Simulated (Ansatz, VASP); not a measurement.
## Bi: VASP beside Ansatz

The input INCAR:

```
PREC     = Accurate       # precision mode
ENCUT    = 520            # plane-wave cutoff, eV
EDIFF    = 1E-7           # SCF threshold, eV
ISMEAR   = -1             # smearing method
SIGMA    = 0.05           # smearing width, eV
LREAL    = False          # projectors in reciprocal space
LASPH    = True           # aspherical terms in the spheres
NELM     = 60             # most SCF steps
ALGO     = Normal         # electronic algorithm
ISIF     = 2              # what is computed and relaxed
LWAVE    = False          # write WAVECAR
LCHARG   = False          # write CHGCAR
GGA      = PS             # functional
NBANDS   = 22             # bands
```

File KPOINTS:

```
regular mesh
0
Gamma
  8 8 4
```

File POSCAR:

```
Bi
1.0
    3.2383762460      0.0000000000      0.0000000000
    0.0000000000      3.2216433200      0.0000000000
   -0.0804548793      0.0000000000      6.4438887882
Bi
2
Direct
    0.5553360000      0.0007030000      0.7502840000
    0.4583770000      0.0127120000      0.2414060000
```

input.yaml

```yaml
crystal:
  lattice:
    - [3.238376246, 0.0, 0.0]
    - [0.0, 3.22164332, 0.0]
    - [-0.0804548793, 0.0, 6.4438887882]
  atoms:
    - { symbol: Bi, position: [0.555336, 0.000703, 0.750284] }
    - { symbol: Bi, position: [0.458377, 0.012712, 0.241406] }
hamiltonian:
  xc: pbesol
  pseudopotentials: { kind: paw }
kpoints:
  mp_grid: { grid: [8, 8, 4] }
scf:
  occupations: { method: fermi_dirac, width: 0.05 }
output:
  forces: true
  stress: true
  eigenvalues: true
```

Change from the starting cell: atoms moved at random, drawn with an rms of 0.05 Å.

Alike in both runs: task single point; functional PBEsol; k mesh 8 × 8 × 4; occupations fermi-dirac, width 0.05 eV; no spin polarisation.

```csv
,VASP,Ansatz
version,VASP 6.6.1,Ansatz 0.2.0
potentials or method,"VASP PAW PBE potentials, release 64 (Bi_d)",Ansatz PAW
plane-wave cutoff (eV),520,420
valence electrons in the cell,30,30
```

```tsv
	VASP	Ansatz	Ansatz less VASP
gap on the k mesh at the Fermi level (eV)	none	none	-
pressure (GPa)	-0.5	-0.4	+0.07
largest component of the traceless stress (GPa)	0.56	0.56	+0.002
rms of the force components (eV/Å)	0.027	0.027	-0.0006
```

Atom by atom the forces differ by 0.001 eV/Å (rms over components). A gap of «none» marks a metal or a gap that the smearing closes.

Caveats: spin-orbit coupling is left out, which moves the levels of the heavy elements; the PAW data sets were made with another functional, which shifts forces and pressure a little (VASP); the PAW data sets come from PBE, with cores solved anew for the run's functional, which leaves a small shift of forces and pressure (Ansatz).
